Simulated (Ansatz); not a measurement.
# HfN in Ansatz: the effect of functional

Crystal: HfN.

```
Hf N
1.0
     0.00000    2.27094    2.27094
     2.27094    0.00000    2.27094
     2.27094    2.27094    0.00000
Hf N
1 1
Direct
  0.00000 0.00000 0.00000
  0.50000 0.50000 0.50000
```

The cell isn't the ideal one: volume scaled by 1.02.

Alike in all runs:

| Quantity | Value |
| --- | --- |
| Program | Ansatz 0.2.0 |
| Task | single point |
| Potentials or basis | Ansatz PAW |
| k mesh | 10 × 10 × 10 |
| Occupations | fermi-dirac, width 0.05 eV |
| Spin | no spin polarisation |

```csv
functional,cutoff,pressure (GPa)
LDA,420 eV (not typed: the program's choice for these potentials),?
r2SCAN,500 eV (not typed: the program's choice for these potentials),-3.0
PBE,420 eV (not typed: the program's choice for these potentials),1.1
```

**Question.** What does the run with functional LDA give?

**Answer.** Pressure -13.3 GPa.

Caveats: the PAW data sets come from PBE, with cores solved anew for the run's functional, which leaves a small shift of forces and pressure (some runs).
